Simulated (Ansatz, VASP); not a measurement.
Two plane-wave programs on Mo

```xyz
1
Lattice="2.8109 0.0000 0.0000 -1.4054 2.4343 0.0000 0.0000 0.0000 2.4921" Properties=species:S:1:pos:R:3 pbc="T T T"
Mo    0.0000    0.0000    1.2460
```

Change from the starting cell: strain +0.025 along x and y, +0.000 along z, atoms carried along.

Alike in both runs: task single point; functional PBEsol; k mesh 24 × 24 × 24; occupations gaussian, width 0.15 eV; no spin polarisation.

|  | VASP | Ansatz |
| --- | --- | --- |
| version | VASP 6.6.1 | Ansatz 0.2.0 |
| potentials or method | VASP PAW PBE potentials, release 64 (Mo_sv) | scalar-relativistic, plane waves, PAW |
| plane-wave cutoff (eV) | 520 | 420 |
| valence electrons in the cell | 14 | 14 |

```tsv
	VASP	Ansatz	Ansatz less VASP
gap on the k mesh at the Fermi level (eV)	none	none	-
pressure (GPa)	-9.3	-9.8	-0.49
largest component of the traceless stress (GPa)	3.74	3.47	-0.273
```

A gap of «none» marks a metal or a gap that the smearing closes.

Caveats: the PAW data sets were made with another functional, which shifts forces and pressure a little (VASP).
